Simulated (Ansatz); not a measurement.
Crystal: Sb.

```
Sb
1.0
    -1.87134    1.87134    1.87134
     1.87134   -1.87134    1.87134
     1.87134    1.87134   -1.87134
Sb
1
Direct
  0.00000 0.00000 0.00000
```

This isn't the form of Sb at room conditions, which is rhombohedral.

* Program: Ansatz 0.2.0
* Task: single point
* Functional: PBE
* Potentials or basis: all-electron LAPW, scalar-relativistic
* Cutoff: 172 eV (chosen from the basis error)
* Basis error allowed: 0.001 eV/atom
* k mesh: 10 × 10 × 10
* Occupations: fermi-dirac, width 0.05 eV
* Spin: no spin polarisation

On this cell: pressure 3.2 GPa; band gap on the k mesh none (metal or under the smearing width).

The same run follows on a disturbed copy (cell strained at random at fixed volume):

```
Sb
1.0
    -1.91168    1.89860    1.91097
     1.86645   -1.92422    1.89137
     1.82583    1.83838   -1.93660
Sb
1
Cartesian
  0.0236 0.0412 -0.0176
```

Q: What changes?

A: The energy (extrapolated to zero smearing) moves by +2.7 meV/atom; pressure 3.0 GPa; band gap on the k mesh none (metal or under the smearing width).

Stress tensor (GPa, compression positive):
```
2.75 1.06 0.70
1.06 3.03 0.89
0.70 0.89 3.23
```
